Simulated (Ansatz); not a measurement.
Starting structure, (100) slab as cut from the bulk (WC, P-6m2 (No. 187), (1 0 0) face):

```xyz
10
Lattice="2.8276 0.0000 0.0000 0.0000 2.8984 0.0000 0.0000 0.0000 26.7138" Properties=species:S:1:pos:R:3 pbc="T T T"
W     0.0000    1.4492    7.5000
C     1.4138    1.4492    9.1734
W     0.0000    0.0000   10.0101
C     1.4138    0.0000   11.6835
W     0.0000    1.4492   12.5202
C     1.4138    1.4492   14.1936
W     0.0000    0.0000   15.0303
C     1.4138    0.0000   16.7037
W     0.0000    1.4492   17.5404
C     1.4138    1.4492   19.2138
```

Level of theory: DFT PBEsol, scalar-relativistic, plane waves, PAW (Ansatz). Plane waves to 420 eV, a k mesh through Γ of 12×12×1 on the computed 10-atom cell and Gaussian smearing (0.10 eV); no spin polarisation. A dipole correction removes the field between periodic images along c.

All atoms are free. The cell is fixed. Force threshold 0.02 eV/Å.

| step | E − E_final (eV) | largest force (eV/Å) |
| --- | --- | --- |
| 1 | 0.512 | 2.861 |
| 2 | 0.067 | 1.184 |
| 3 | 0.139 | 2.240 |
| 4 | 0.000 | 0.090 |
| 5 | 0.000 | 0.016 |
| 6 | 0.000 | 0.016 |

(1) What is the final structure?

Spin–orbit coupling is left out, which can shift energies with elements as heavy as these.

Results:

(1)
```yaml
crystal:
  lattice:
    - [2.82761, 0.00000, 0.00000]
    - [0.00000, 2.89841, 0.00000]
    - [0.00000, 0.00000, 26.71380]
  atoms:
    - { symbol: W, position: [0.00000, 0.50000, 0.28333] }
    - { symbol: C, position: [0.50000, 0.50000, 0.34267] }
    - { symbol: W, position: [0.00000, 0.00000, 0.37571] }
    - { symbol: C, position: [0.50000, 0.00000, 0.43790] }
    - { symbol: W, position: [0.00000, 0.50000, 0.46938] }
    - { symbol: C, position: [0.50000, 0.50000, 0.53161] }
    - { symbol: W, position: [0.00000, 0.00000, 0.56311] }
    - { symbol: C, position: [0.50000, 0.00000, 0.62536] }
    - { symbol: W, position: [0.00000, 0.50000, 0.65940] }
    - { symbol: C, position: [0.50000, 0.50000, 0.71154] }
```

Cost: 1 run of about 12 core-minutes, on Arm Neoverse N1 (shared hosts).